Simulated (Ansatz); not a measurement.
# SiNi3 (Pm-3m) in Ansatz: a series of runs

The runs below take SiNi3 through single point, with PBEsol.

Program: Ansatz 0.2.0. These are calculated values, not measurements. Logs are shortened: lines on timing, memory, paths and dates and some standing lists are left out, and cuts for length are marked.

## (1) The crystal as given

Symmetry: Pm-3m, No. 221, cubic system. Conventional cell: a = 3.542 Å, b = 3.542 Å, c = 3.542 Å, α = 90.00°, β = 90.00°, γ = 90.00°. Ni (site symmetry 4/mmm) is surrounded by 8 Ni at 2.50 Å and 4 Si at 2.50 Å. Si (site symmetry m-3m) has 12 Ni at 2.50 Å as nearest neighbours.

## (2) Single point, PBEsol, collinear spin, ferromagnetic start

input.yaml

```yaml
crystal:
  lattice:
    - [3.542, 0.0, 0.0]
    - [0.0, 3.542, 0.0]
    - [0.0, 0.0, 3.542]
  atoms:
    - { symbol: Ni, position: [0.5, 0.5, 0.0], spin: 2.5 }
    - { symbol: Ni, position: [0.5, 0.0, 0.5], spin: 2.5 }
    - { symbol: Ni, position: [0.0, 0.5, 0.5], spin: 2.5 }
    - { symbol: Si, position: [0.0, 0.0, 0.0] }
hamiltonian:
  xc: pbesol
  pseudopotentials: { kind: paw }
magnetization:
  spin_polarized: true
kpoints:
  mp_grid: { grid: [8, 8, 8] }
scf:
  occupations: { method: fermi_dirac, width: 0.05 }
output:
  forces: true
  stress: true
  eigenvalues: true
```

Potentials or basis: Ansatz PAW.

The run is started by

```console
ansatz run input.yaml --threads 2 --pin off --max-ram 5632MiB --backend cpu --events-out ev --progress --plain --runs-dir out
```

Standard output:

```text
Warning: where an SCF of this run starts from atoms to list the orders of its open shells, Ni (sites 0, 1, 2, from 0) starts with 2.00 μB on its 3d shell, in the place of the 2.50 μB that the deck gives it: its open shells can hold no more by Hund's first rule. To start from spheres of the given moment, type scf.initial_density.shell_occupations: []
Warning: RAYON_NUM_THREADS=2 ignored (pool sized by the plan → 2); use --threads N
Engine: ansatz 0.2.0, aarch64-unknown-linux-gnu
Pseudopotentials: kind: paw
Pseudopotential: Ni, paw, valence charge 18, recommended cutoff 420 eV (normal), Ni.paw.azcp
Pseudopotential: Si, paw, valence charge 4, recommended cutoff 420 eV (normal), Si.paw.azcp
Functional definition: PBEsol
  exchange = pbesol_x
  correlation = pbesol_c
Crystal: 4 atoms, lattice volume = 44.437 Å³
Basis set: ecut = 420 eV, 895 PW (Γ), exchange–correlation on 48×48×48 points (8 copies of the dense FFT grid, shifted against one another)
Bands: 40, of which v1, the nominal top of the filled ones, is band 29 counted from 1 (28 counted from 0)
Symmetry: 48 space group operations
Space group: Pm-3m (ITA 221), of the structure as read, at distance tolerance 3.5e-5 Å
Magnetic group: BNS 221.92 (UNI 1594), of the structure as read, at distance tolerance 3.5e-5 Å
k-points: 35 of 512
Non-local potential: Ni, projectors of the file, l = 0: 3, l = 1: 2, l = 2: 3, l = 3: 1
Non-local potential: Si, projectors of the file, l = 0: 2, l = 1: 2, l = 2: 2
PAW form: soft (Blöchl's): semilocal exchange-correlation on the pseudo side does not see the compensation charge
PAW frozen core: Ni, regenerated for the run's functional, and the local potential with it (the file was generated under x = pbe(κ = 0.804, μ = 0.2195149727645171), c = pbe(β = 0.06672455060314922))
PAW frozen core: Si, regenerated for the run's functional, and the local potential with it (the file was generated under x = pbe(κ = 0.804, μ = 0.2195149727645171), c = pbe(β = 0.06672455060314922))
PAW one-centre angular grid: Ni, 590 points (default); XC on 64 Gauss nodes
PAW one-centre angular grid: Si, 110 points (default); XC on 64 Gauss nodes
Initial density: superposition of atomic densities (chi_scale 0.1, normalization cell)
Starting moments: Σ|m| = 7.5 μB on 3 of 4 sites
Initial wavefunctions: pseudopotential atomic-orbital guess
Functional: x = pbesol(κ = 0.804, μ = 0.12345679012345678), c = pbesol(β = 0.046)
[... 17 lines left out ...]
SCF converged after 11 iterations
Magnetization: 0.0000 μB (29.0000 up, 29.0000 down)
Absolute magnetization: 0.0000 μB (∫|ρ↑−ρ↓|, with the PAW one-centre terms)
Spin contamination: 0.0000 ħ² per cell (⟨S²⟩ above its minimum at these occupations)
Per-site moments (μB) at R_I (Å): [(1.4188576858176936e-6, 1.0331360403221348), (1.4188576860220785e-6, 1.0331360403221348), (1.4188576859804282e-6, 1.0331360403221348), (-1.5855291315441144e-7, 1.0331360403221348)]
Free energy (F): -18038.397918 eV
Harris-Foulkes:  -18038.397918 eV  (|F-HF|=2.60e-9)
Internal energy: -18038.379162 eV  (E = F + TS)
E sigma→0 (E₀):  -18038.388540 eV
Entropy (-TS):   -0.018756 eV (-4.689 meV/atom)
Fermi energy:    16.704465 eV
--- Per-component energies (eV) ---
  E_band       = -882.090106
  E_kinetic    = 893.809123
  E_local      = -11764.668206  (includes V_loc(G=0)·N_el)
  E_nonlocal   = 1935.269158
  E_hartree    = 5004.520953
  E_xc         = -310.311186
  E_vxc        = -377.795151  (∫ρ·V_xc dr)
  E_paw        = -5286.056921  (= ΣΔE_a)
  E_vpaw       = -1577.741417  (= ΣTr[D̂ρ^β])
  E_aug_tail   = 0.001244  (compensation charges beyond the density's cutoff)
  E_ewald      = -8511.566755
  E_core_change = 0.623427  (= ΣΔE_core)
  E_smearing   = -0.018756  (= −TS)
  E_closure    = 0.000000  (closes the sum)
  Σ components = -18038.397918   (vs F -18038.397918, Δ=0.00e0)
--- Forces (eV/Å), atoms counted from 1 ---
  atom   1  Ni     0.00000000     0.00000000    -0.00000000
  atom   2  Ni    -0.00000000    -0.00000000     0.00000000
  atom   3  Ni     0.00000000    -0.00000000     0.00000000
  atom   4  Si    -0.00000000     0.00000000     0.00000000
  max |Σ_I F_I| component: 7.05e-29 eV/Å
--- Stress (GPa, compression-positive) ---
      -14.139609       0.000000       0.000000
        0.000000     -14.139609       0.000000
       -0.000000       0.000000     -14.139609
  P = ⅓ Tr σ = -14.1396 GPa (-141.396 kbar)
--- Band table (eV; the first three rows and the last of 70) ---
  k-point 0 ↑: bands = ["-86.1115", "-86.0798", "-86.0798", "-46.7232", "-46.7232", "-46.7232", "-46.6737", "-46.6737", "-46.6737", "-46.5186", "-46.5186", "-46.5186", "4.9552", "11.9539", "12.7779", "12.7779", "13.2801", "13.2801", "13.2801", "15.2122", "15.2122", "15.2122", "15.8031", "15.8031", "15.8031", "16.1190", "16.1190", "16.4290", "16.7296", "16.7296", "16.7296", "21.2197", "22.8509", "22.8509", "26.9449", "26.9449", "26.9449", "30.4082", "30.4082", "30.4083"]
  k-point 1 ↑: bands = ["-86.1104", "-86.0809", "-86.0798", "-46.7207", "-46.7207", "-46.7198", "-46.6746", "-46.6746", "-46.6739", "-46.5224", "-46.5202", "-46.5202", "5.1337", "11.9530", "12.5303", "12.9034", "13.2625", "13.2625", "13.3307", "14.9027", "14.9027", "15.1571", "15.3392", "15.9341", "15.9341", "16.1063", "16.1214", "16.3565", "16.7298", "17.0738", "17.0738", "21.5589", "22.8219", "23.4527", "26.3473", "26.3473", "26.5438", "29.1902", "29.1902", "29.6215"]
  k-point 2 ↑: bands = ["-86.1074", "-86.0838", "-86.0798", "-46.7139", "-46.7139", "-46.7111", "-46.6771", "-46.6771", "-46.6745", "-46.5324", "-46.5244", "-46.5244", "5.6513", "11.1818", "12.4998", "13.1967", "13.1967", "13.2465", "13.4680", "14.6173", "14.6173", "14.9088", "15.0089", "15.7995", "15.7995", "15.9038", "16.0740", "16.1961", "16.7302", "18.0334", "18.0334", "21.7097", "22.7407", "24.5930", "24.7030", "24.7030", "26.6365", "28.2811", "29.5864", "29.5864"]
  k-point 34 ↓: bands = ["-86.0902", "-86.0902", "-86.0902", "-46.7463", "-46.7463", "-46.7463", "-46.6678", "-46.6249", "-46.6249", "-46.6249", "-46.4881", "-46.4881", "8.7051", "12.5269", "12.5269", "12.5269", "13.0431", "13.0431", "13.0431", "14.5736", "14.5736", "14.5736", "15.3241", "15.3241", "15.3241", "15.5129", "15.5129", "16.2345", "16.5058", "16.5058", "16.5058", "17.8054", "20.5393", "20.5393", "20.5393", "32.9681", "32.9681", "33.2143", "33.2143", "33.2143"]
```

Wall time 5.2 s (2 threads of Arm Neoverse V2, shared host); peak memory 0.42 GiB.

Results:

```
Free energy            : -18038.3979 eV
Pressure               : -14.1 GPa
Band gap on the k mesh : none (metal or under the smearing width)
Net moment             : 0.00 μB per cell
Absolute moment        : 0.00 μB per cell
```

Caveat: the starting moments collapsed, and a magnetic state may lie lower; the PAW data sets come from PBE, with cores solved anew for the run's functional, which leaves a small shift of forces and pressure; the starting moments weren't kept.

## (3) Single point, PBEsol, non-collinear spin, random start

input.yaml

```yaml
crystal:
  lattice:
    - [3.542, 0.0, 0.0]
    - [0.0, 3.542, 0.0]
    - [0.0, 0.0, 3.542]
  atoms:
    - { symbol: Ni, position: [0.5, 0.5, 0.0], spin: 0.63, spin_axis: [0.484, 0.09, 0.393] }
    - { symbol: Ni, position: [0.5, 0.0, 0.5], spin: 0.78, spin_axis: [-0.48, -0.194, 0.583] }
    - { symbol: Ni, position: [0.0, 0.5, 0.5], spin: 0.95, spin_axis: [-0.023, 0.34, 0.887] }
    - { symbol: Si, position: [0.0, 0.0, 0.0] }
hamiltonian:
  xc: pbesol
  pseudopotentials: { kind: paw }
magnetization:
  noncollinear: true
  spin_orbit: false
kpoints:
  mp_grid: { grid: [6, 6, 6] }
scf:
  occupations: { method: fermi_dirac, width: 0.05 }
output:
  forces: true
  stress: true
  eigenvalues: true
```

Potentials or basis: Ansatz PAW.

The run is started by

```console
ansatz run input.yaml --threads 2 --pin off --max-ram 5632MiB --backend cpu --events-out ev --progress --plain --runs-dir out
```

Standard output:

```text
Warning: RAYON_NUM_THREADS=2 ignored (pool sized by the plan → 2); use --threads N
[... 99 lines left out ...]
  k-point 1: bands = ["-86.1060", "-86.1060", "-86.0781", "-86.0781", "-86.0763", "-86.0763", "-46.7158", "-46.7158", "-46.7158", "-46.7158", "-46.7143", "-46.7143", "-46.6723", "-46.6723", "-46.6723", "-46.6723", "-46.6712", "-46.6712", "-46.5209", "-46.5209", "-46.5171", "-46.5171", "-46.5171", "-46.5171", "5.2704", "5.2704", "11.8406", "11.8406", "12.4343", "12.4343", "12.9985", "12.9985", "13.2489", "13.2489", "13.2489", "13.2489", "13.3711", "13.3711", "14.7845", "14.7845", "14.7845", "14.7845", "15.1185", "15.1185", "15.1506", "15.1506", "15.9212", "15.9212", "15.9212", "15.9212", "16.0603", "16.0603", "16.1238", "16.1238", "16.3051", "16.3051", "16.7336", "16.7336", "17.3459", "17.3459", "17.3459", "17.3459", "21.6547", "21.6547", "22.8006", "22.8006", "23.9177", "23.9177", "25.8645", "25.8645"]
  k-point 2: bands = ["-86.1012", "-86.1012", "-86.0829", "-86.0829", "-86.0762", "-86.0762", "-46.7052", "-46.7052", "-46.7052", "-46.7052", "-46.7014", "-46.7014", "-46.6769", "-46.6769", "-46.6769", "-46.6769", "-46.6720", "-46.6720", "-46.5356", "-46.5356", "-46.5231", "-46.5231", "-46.5231", "-46.5231", "6.1483", "6.1483", "10.2933", "10.2933", "12.6982", "12.6982", "13.1338", "13.1338", "13.1338", "13.1338", "13.5430", "13.5430", "13.5866", "13.5866", "14.5593", "14.5593", "14.5593", "14.5593", "14.8285", "14.8285", "14.8874", "14.8874", "15.6374", "15.6374", "15.6374", "15.6374", "15.7149", "15.7149", "15.8969", "15.8969", "16.1802", "16.1802", "16.7342", "16.7342", "18.8432", "18.8432", "18.8432", "18.8432", "21.6725", "21.6725", "22.6717", "22.6717", "23.5042", "23.5042", "23.5042", "23.5042"]
  k-point 63: bands = ["-86.0867", "-86.0867", "-86.0867", "-86.0867", "-86.0867", "-86.0867", "-46.7435", "-46.7435", "-46.7435", "-46.7435", "-46.7435", "-46.7435", "-46.6633", "-46.6633", "-46.6221", "-46.6221", "-46.6221", "-46.6221", "-46.6221", "-46.6221", "-46.4836", "-46.4836", "-46.4836", "-46.4836", "8.7051", "8.7051", "12.5288", "12.5288", "12.5288", "12.5288", "12.5288", "12.5288", "13.0428", "13.0428", "13.0428", "13.0428", "13.0428", "13.0428", "14.5760", "14.5760", "14.5760", "14.5760", "14.5760", "14.5760", "15.3273", "15.3273", "15.3273", "15.3273", "15.3273", "15.3273", "15.5152", "15.5152", "15.5152", "15.5152", "16.2350", "16.2350", "16.5089", "16.5089", "16.5089", "16.5089", "16.5089", "16.5089", "17.8070", "17.8070", "20.5412", "20.5412", "20.5412", "20.5412", "20.5412", "20.5412"]
```

Run time: 54 s. Hardware: 2 threads of Arm Neoverse V2, shared host; peak memory 0.61 GiB.

What came out:

| Item | Value |
| --- | --- |
| Free energy | -18038.3972 eV |
| Pressure | -14.1 GPa |
| Band gap on the k mesh | none (metal or under the smearing width) |
| Net moment | 0.00 μB per cell |
| Absolute moment | 0.00 μB per cell |

Levels at points of the mesh, in eV from the Fermi level:
| k point | band 56 | band 57 | band 58 | band 59 | band 60 | band 61 |
| --- | --- | --- | --- | --- | --- | --- |
| (0.00, 0.00, 0.00) | -0.29 | 0.01 | 0.01 | 0.01 | 0.01 | 0.01 |
| (0.00, 0.00, -0.50) | -0.54 | 0.01 | 0.01 | 3.47 | 3.47 | 3.47 |
| (0.00, -0.50, 0.00) | -0.54 | 0.01 | 0.01 | 3.47 | 3.47 | 3.47 |
| (0.00, -0.50, -0.50) | -1.00 | -0.94 | -0.94 | 0.61 | 0.61 | 0.61 |
| (-0.50, 0.00, 0.00) | -0.54 | 0.01 | 0.01 | 3.47 | 3.47 | 3.47 |
| (-0.50, 0.00, -0.50) | -1.00 | -0.94 | -0.94 | 0.61 | 0.61 | 0.61 |
| (-0.50, -0.50, 0.00) | -1.00 | -0.94 | -0.94 | 0.61 | 0.61 | 0.61 |
| (-0.50, -0.50, -0.50) | -0.49 | -0.22 | -0.22 | -0.22 | -0.22 | -0.22 |

Moments on the atoms (μB; x, y, z):
```
Ni  0.00 0.00 0.00
Ni  0.00 0.00 0.00
Ni  0.00 0.00 0.00
Si  0.00 0.00 0.00
```

Caveat: the PAW data sets come from PBE, with cores solved anew for the run's functional, which leaves a small shift of forces and pressure; the starting moments weren't kept.
